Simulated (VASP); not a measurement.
# Ta (Im-3m) in VASP: a series of runs

One crystal, Ta, is run at these levels: PBE; tasks: relaxation of cell and atoms.

All numbers are computed with VASP 6.6.1; they aren't measurements. Logs are shortened: lines on timing, memory, paths and dates and some standing lists are left out, and cuts for length are marked.

**1. Starting point**

Symmetry: Im-3m, No. 229, cubic system. The conventional cell has a = 3.303 Å, b = 3.303 Å, c = 3.303 Å, α = 90.00°, β = 90.00°, γ = 90.00°. Ta (site symmetry m-3m) is surrounded by 8 Ta at 2.86 Å.

**2. Relaxation of cell and atoms, PBE**

Input file INCAR:

```
SYSTEM = Ta
  PREC = Accurate
  ENCUT = 250
  EDIFF = 1E-7
  ISMEAR = 0
  SIGMA = 0.1
  LREAL = .FALSE.
  LASPH = .TRUE.
  NELM = 100
  ALGO = Fast
  ISIF = 3
  LWAVE = .FALSE.
  LCHARG = .FALSE.
  GGA = PE
  IBRION = 2
  NSW = 80
  EDIFFG = -0.002
```

Input file KPOINTS:

```
regular mesh
0
G
  18 18 18
  0 0 0
```

Input file POSCAR:

```
Ta
1.0
   -1.6512800000      1.6512800000      1.6512800000
    1.6512800000     -1.6512800000      1.6512800000
    1.6512800000      1.6512800000     -1.6512800000
Ta
1
Direct
    0.0000000000      0.0000000000      0.0000000000
```

Potentials or basis: VASP PAW PBE potentials, release 64 (Ta_pv).

The run is started by

```sh
$ cat potpaw_PBE.64/Ta_pv/POTCAR > POTCAR
$ mpirun -np 1 vasp_std > vasp.out
```

OUTCAR:

```text
SYSTEM = Ta
   PREC = Accurate
   ENCUT = 250
   EDIFF = 1E-7
   ISMEAR = 0
   LREAL = .FALSE.
   LASPH = .TRUE.
   NELM = 100
   ISIF = 3
   GGA = PE
   IBRION = 2
   NSW = 80
   EDIFFG = -0.002

 ion  position               nearest neighbor table
   1  0.000  0.000  0.000-

  LATTYP: Found a body centered cubic cell.
 ALAT       =     3.3025600000

  Lattice vectors:

 A1 = (  -1.6512800000,   1.6512800000,   1.6512800000)
 A2 = (   1.6512800000,  -1.6512800000,   1.6512800000)
 A3 = (   1.6512800000,   1.6512800000,  -1.6512800000)

Analysis of symmetry for initial positions (statically):
=====================================================================
 Subroutine PRICEL returns:
 Original cell was already a primitive cell.

 Routine SETGRP: Setting up the symmetry group for a
 body centered cubic supercell.

 Subroutine GETGRP returns: Found 48 space group operations
 (whereof 48 operations were pure point group operations)
 out of a pool of 48 trial point group operations.

The static configuration has the point symmetry O_h .

Analysis of symmetry for dynamics (positions and initial velocities):
=====================================================================
 Subroutine PRICEL returns:
 Original cell was already a primitive cell.

 Routine SETGRP: Setting up the symmetry group for a
 body centered cubic supercell.

 Subroutine GETGRP returns: Found 48 space group operations
 (whereof 48 operations were pure point group operations)
 out of a pool of 48 trial point group operations.

The dynamic configuration has the point symmetry O_h .

 Subroutine INISYM returns: Found 48 space group operations
 (whereof 48 operations are pure point group operations),
 and found     1 'primitive' translations

----------------------------------------------------------------------------------------

                                     Primitive cell

  volume of cell :      18.0104

  direct lattice vectors                    reciprocal lattice vectors
    -1.651280000  1.651280000  1.651280000     0.000000000  0.302795407  0.302795407
     1.651280000 -1.651280000  1.651280000     0.302795407  0.000000000  0.302795407
     1.651280000  1.651280000 -1.651280000     0.302795407  0.302795407  0.000000000

  length of vectors
     2.860100858  2.860100858  2.860100858     0.428217371  0.428217371  0.428217371

  position of ions in fractional coordinates (direct lattice)
     0.000000000  0.000000000  0.000000000

  ion indices of the primitive-cell ions
   primitive index   ion index
                 1           1

----------------------------------------------------------------------------------------

 KPOINTS: regular mesh

Automatic generation of k-mesh.
 Grid dimensions read from file:
 generate k-points for:   18   18   18

 Generating k-lattice:

  Cartesian coordinates                     Fractional coordinates (reciprocal lattice)
     0.000000000  0.016821967  0.016821967     0.055555556  0.000000000  0.000000000
     0.016821967  0.000000000  0.016821967     0.000000000  0.055555556  0.000000000
     0.016821967  0.016821967  0.000000000     0.000000000  0.000000000  0.055555556

  Length of vectors
     0.023789854  0.023789854  0.023789854

  Shift w.r.t. Gamma in fractional coordinates (k-lattice)
     0.000000000  0.000000000  0.000000000

 Subroutine IBZKPT returns following result:
 ===========================================

 Found    195 irreducible k-points:

 Following reciprocal coordinates:
            Coordinates               Weight
  0.000000  0.000000  0.000000      1.000000
  0.055556  0.000000  0.000000     12.000000
  0.111111  0.000000  0.000000     12.000000
  0.166667  0.000000  0.000000     12.000000
  0.222222  0.000000  0.000000     12.000000
  0.277778  0.000000  0.000000     12.000000
[... 16 lines left out ...]
  0.333333  0.111111  0.000000     48.000000
  0.388889  0.111111  0.000000     48.000000
 [... further k-points ...]
   k-points           NKPTS =    195   k-points in BZ     NKDIM =    195   number of bands    NBANDS=      9
   number of dos      NEDOS =    301   number of ions     NIONS =      1
   total plane-waves  NPLWV =   4096
   dimension x,y,z NGX =    16 NGY =   16 NGZ =   16
   dimension x,y,z NGXF=    32 NGYF=   32 NGZF=   32
   ions per type =               1
   NGX,Y,Z   is equivalent  to a cutoff of   9.30,  9.30,  9.30 a.u.
   NGXF,Y,Z  is equivalent  to a cutoff of  18.60, 18.60, 18.60 a.u.
 SYSTEM =  Ta
   PREC   = accura    normal or accurate (medium, high low for compatibility)
   ISTART =      0    job   : 0-new  1-cont  2-samecut
   ICHARG =      2    charge: 1-file 2-atom 10-const
   ISPIN  =      1    spin polarized calculation?
   LNONCOLLINEAR =      F non collinear calculations
   LSORBIT =      F    spin-orbit coupling
   LASPH  =      T    aspherical Exc in radial PAW
   ENCUT  =  250.0 eV  18.37 Ry    4.29 a.u.   3.69  3.69  3.69*2*pi/ulx,y,z
   NELM   =    100;   NELMIN=  2; NELMDL= -5     # of ELM steps
   EDIFF  = 0.1E-06   stopping-criterion for ELM
   LREAL  =      F    real-space projection
   EDIFFG = -.2E-02   stopping-criterion for IOM
   NSW    =     80    number of steps for IOM
   IBRION =      2    ionic relax: 0-MD 1-quasi-New 2-CG
   NFREE  =      1    steps in history (QN), initial steepest desc. (CG)
   ISIF   =      3    stress and relaxation
   ISYM   =      2    0-nonsym 1-usesym 2-fastsym
   POTIM  = 0.5000    time-step for ionic-motion
   TEBEG  =    0.0;   TEEND  =   0.0 temperature during run
   PSTRESS=    0.0 pullay stress
   NELECT =      11.0000    total number of electrons
   NUPDOWN=      -1.0000    fix difference up-down
   EMIN   =  10.00;   EMAX   =-10.00  energy-range for DOS
   EFERMI =   0.00;   METHOD = LEGACY
   ISMEAR =     0;   SIGMA  =   0.10  broadening in eV -4-tet -1-fermi 0-gaus
   EFERMI_NEDOS =   21; number of points for ismear=-14 and -15
   IALGO  =     68    algorithm
   IMIX   =      4    mixing-type and parameters
     AMIX     =   0.40;   BMIX     =  1.00
     AMIX_MAG =   1.60;   BMIX_MAG =  1.00
  volume/ion in A,a.u.               =      18.01       121.54
  Fermi-wavevector in a.u.,A,eV,Ry     =   1.388988  2.624806 26.249534  1.929286
  Thomas-Fermi vector in A             =   2.513061
   LORBIT       =      0    0 simple, 1 ext, 2 COOP (PROOUT), +10 PAW based schemes
   GGA     = PE    functional components
   LHFCALC =     F    Hartree Fock is set to
   AEXX    =    0.0000 exact exchange contribution
   IVDW    =     0    specifies the selected vdW correction
   LEPSILON=     F    determine dielectric tensor
   LRPA    =     F    only Hartree local field effects (RPA)
 conjugate gradient relaxation of ions
 non-spin polarized calculation
 RMM-DIIS sequential band-by-band and
 Gauss-broadening in eV      SIGMA  =   0.10
  energy-cutoff  :      250.00
  volume of cell :       18.01
 maximum number of plane-waves:       177
   NGX =  7   NGY =  7   NGZ =  7

--------------------------------------- Ionic step        1  -------------------------------------------

 number of electron      11.0000008 magnetization

 Free energy of the ion-electron system (eV)
  ---------------------------------------------------
  ext. energy  EPLUGINS =         0.00000000
  ---------------------------------------------------
  free energy    TOTEN  =       -11.80568732 eV

  energy without entropy =      -11.79963043  energy(sigma->0) =      -11.80265888

------------------------ aborting loop because EDIFF is reached ----------------------------------------

  FORCE on cell =-STRESS in cart. coord.  units (eV):
  Direction    XX          YY          ZZ          XY          YZ          ZX
  --------------------------------------------------------------------------------------
  -------------------------------------------------------------------------------------
  Total        0.2673848      0.2673848      0.2673848      0.0000000      0.0000000      0.0000000
  in kB       23.7862055     23.7862055     23.7862055      0.0000000      0.0000000      0.0000000
  external PRESSURE =      23.7862055 kB  Pullay stress =       0.0000000 kB
[... 55 lines left out ...]
  energy  without entropy=      -11.7933145150  energy(sigma->0) =      -11.79641085

--------------------------------------- Ionic step        3  -------------------------------------------

 number of electron      11.0000002 magnetization

 Free energy of the ion-electron system (eV)
  ---------------------------------------------------
  ext. energy  EPLUGINS =         0.00000000
  ---------------------------------------------------
  free energy    TOTEN  =       -11.80726716 eV

  energy without entropy =      -11.80118575  energy(sigma->0) =      -11.80422646

 E-fermi :   5.4029     XC(G=0): -12.5597

 val. band max:        5.3817238706   @ k =   0.3333   0.0000   0.0000
 cond. band min:       5.4098731495   @ k =   0.3333   0.1667   0.0556
 fundamental gap:      0.0281492789
 Fermi energy:         5.4029077893

 k-point     1 :       0.0000    0.0000    0.0000
  band No.  band energies     occupation
      1     -27.7206      2.00000
      2     -27.7206      2.00000
      3     -27.7206      2.00000
      4      -2.4838      2.00000
      5       6.1278      0.00000
      6       6.1278      0.00000
      7       6.1278      0.00000
      8       9.3579      0.00000
      9       9.3579      0.00000
[... 265 lines left out ...]
 k-point    24 :       0.3889    0.1111    0.0000
  band No.  band energies     occupation
      1     -28.7774      2.00000
      2     -28.1157      2.00000
      3     -27.7762      2.00000
      4       1.4520      2.00000
      5       4.0037      2.00000
      6       6.0167      0.00000
      7       9.1041      0.00000
      8      10.3778      0.00000
      9      13.1755      0.00000

 [... further k-points ...]

------------------------ aborting loop because EDIFF is reached ----------------------------------------

  FORCE on cell =-STRESS in cart. coord.  units (eV):
  Direction    XX          YY          ZZ          XY          YZ          ZX
  --------------------------------------------------------------------------------------
  -------------------------------------------------------------------------------------
  Total        0.0001009      0.0001009      0.0001009     -0.0000000      0.0000000      0.0000000
  in kB        0.0088669      0.0088669      0.0088669     -0.0000000      0.0000000      0.0000000
  external PRESSURE =       0.0088669 kB  Pullay stress =       0.0000000 kB
[... 16 lines left out ...]
  FREE ENERGIE OF THE ION-ELECTRON SYSTEM (eV)
  ---------------------------------------------------
  free  energy   TOTEN  =       -11.8072671641 eV

  energy  without entropy=      -11.8011857459  energy(sigma->0) =      -11.80422646

 reached required accuracy - stopping structural energy minimisation
```

Wall time 13 s (1 thread of Intel Xeon Platinum 8488C (Sapphire Rapids), shared host); peak memory 0.12 GiB.

The run converged, but some of its settings lie outside the range that counts as converged, so its numbers aren't taken as properties of the crystal.

What came out:

```
Free energy                            : -11.8073 eV
Relaxed volume                         : 18.23 Å³/atom
Relaxed cell                           : a = 2.872 Å, b = 2.872 Å, c = 2.872 Å, α = 109.47°, β = 109.47°, γ = 109.47°
Space group after relaxing (to 0.05 Å) : Im-3m (No. 229)
Energy gained by relaxing              : 1.6 meV/atom
Ionic steps                            : 3
Band gap on the k mesh                 : none (metal or under the smearing width)
```

Caveat: the cutoff is under 1.25 times the usual one of these potentials, so pressure, stress and relaxed cells hold a basis-set (Pulay) error.

**3. Relaxation of cell and atoms, PBE**

This run uses another cell than the first one, of 18.23 Å³/atom, 1.012 times its volume.

INCAR is that of step 2.

KPOINTS is that of step 2.

Input file POSCAR:

```
Ta                                      
1.0
   -1.6578951082      1.6578951082      1.6578951082
    1.6578951082     -1.6578951082      1.6578951082
    1.6578951082      1.6578951082     -1.6578951082
  Ta            
     1
Direct
     0.0000000000000000    0.0000000000000000    0.0000000000000000
```

Potentials or basis: VASP PAW PBE potentials, release 64 (Ta_pv).

The run is started by

```sh
$ cat potpaw_PBE.64/Ta_pv/POTCAR > POTCAR
$ mpirun -np 1 vasp_std > vasp.out
```

OUTCAR:

```text
SYSTEM = Ta
   PREC = Accurate
   ENCUT = 250
   EDIFF = 1E-7
   ISMEAR = 0
   LREAL = .FALSE.
   LASPH = .TRUE.
   NELM = 100
   ISIF = 3
   GGA = PE
   IBRION = 2
   NSW = 80
   EDIFFG = -0.002

 ion  position               nearest neighbor table
   1  0.000  0.000  0.000-

  LATTYP: Found a body centered cubic cell.
 ALAT       =     3.3157902164

  Lattice vectors:

 A1 = (  -1.6578951082,   1.6578951082,   1.6578951082)
 A2 = (   1.6578951082,  -1.6578951082,   1.6578951082)
 A3 = (   1.6578951082,   1.6578951082,  -1.6578951082)

Analysis of symmetry for initial positions (statically):
=====================================================================
 Subroutine PRICEL returns:
 Original cell was already a primitive cell.

 Routine SETGRP: Setting up the symmetry group for a
 body centered cubic supercell.

 Subroutine GETGRP returns: Found 48 space group operations
 (whereof 48 operations were pure point group operations)
 out of a pool of 48 trial point group operations.

The static configuration has the point symmetry O_h .

Analysis of symmetry for dynamics (positions and initial velocities):
[... 170 lines left out ...]
  external PRESSURE =      -0.2665354 kB  Pullay stress =       0.0000000 kB
[... 57 lines left out ...]
--------------------------------------- Ionic step        3  -------------------------------------------

 number of electron      11.0000002 magnetization

 Free energy of the ion-electron system (eV)
  ---------------------------------------------------
  ext. energy  EPLUGINS =         0.00000000
  ---------------------------------------------------
  free energy    TOTEN  =       -11.80830362 eV

  energy without entropy =      -11.80222256  energy(sigma->0) =      -11.80526309

 E-fermi :   5.4045     XC(G=0): -12.5606

 val. band max:        5.3832540344   @ k =   0.3333   0.0000   0.0000
 cond. band min:       5.4116399851   @ k =   0.3333   0.1667   0.0556
 fundamental gap:      0.0283859507
 Fermi energy:         5.4044781948

 k-point     1 :       0.0000    0.0000    0.0000
  band No.  band energies     occupation
      1     -27.7183      2.00000
      2     -27.7183      2.00000
      3     -27.7183      2.00000
      4      -2.4830      2.00000
      5       6.1295      0.00000
      6       6.1295      0.00000
      7       6.1295      0.00000
      8       9.3602      0.00000
      9       9.3602      0.00000
[... 265 lines left out ...]
 k-point    24 :       0.3889    0.1111   -0.0000
  band No.  band energies     occupation
      1     -28.7760      2.00000
      2     -28.1137      2.00000
      3     -27.7740      2.00000
      4       1.4529      2.00000
      5       4.0048      2.00000
      6       6.0186      0.00000
      7       9.1065      0.00000
      8      10.3804      0.00000
      9      13.1788      0.00000

 [... further k-points ...]

------------------------ aborting loop because EDIFF is reached ----------------------------------------

  FORCE on cell =-STRESS in cart. coord.  units (eV):
  Direction    XX          YY          ZZ          XY          YZ          ZX
  --------------------------------------------------------------------------------------
  -------------------------------------------------------------------------------------
  Total        0.0011971      0.0011971      0.0011971     -0.0000000      0.0000000     -0.0000000
  in kB        0.1052425      0.1052425      0.1052425     -0.0000000      0.0000000     -0.0000000
  external PRESSURE =       0.1052425 kB  Pullay stress =       0.0000000 kB
[... 16 lines left out ...]
  FREE ENERGIE OF THE ION-ELECTRON SYSTEM (eV)
  ---------------------------------------------------
  free  energy   TOTEN  =       -11.8083036196 eV

  energy  without entropy=      -11.8022225612  energy(sigma->0) =      -11.80526309

 reached required accuracy - stopping structural energy minimisation
```

Wall time 9.6 s (1 thread of Intel Xeon Platinum 8488C (Sapphire Rapids), shared host); peak memory 0.12 GiB.

The run converged, but some of its settings lie outside the range that counts as converged, so its numbers aren't taken as properties of the crystal.

Results:

* Free energy: -11.8083 eV
* Relaxed volume: 18.22 Å³/atom
* Relaxed cell: a = 2.871 Å, b = 2.871 Å, c = 2.871 Å, α = 109.47°, β = 109.47°, γ = 109.47°
* Space group after relaxing (to 0.05 Å): Im-3m (No. 229)
* Energy gained by relaxing: 0.0 meV/atom
* Ionic steps: 3
* Band gap on the k mesh: none (metal or under the smearing width)

Caveat: the cutoff is under 1.25 times the usual one of these potentials, so pressure, stress and relaxed cells hold a basis-set (Pulay) error.
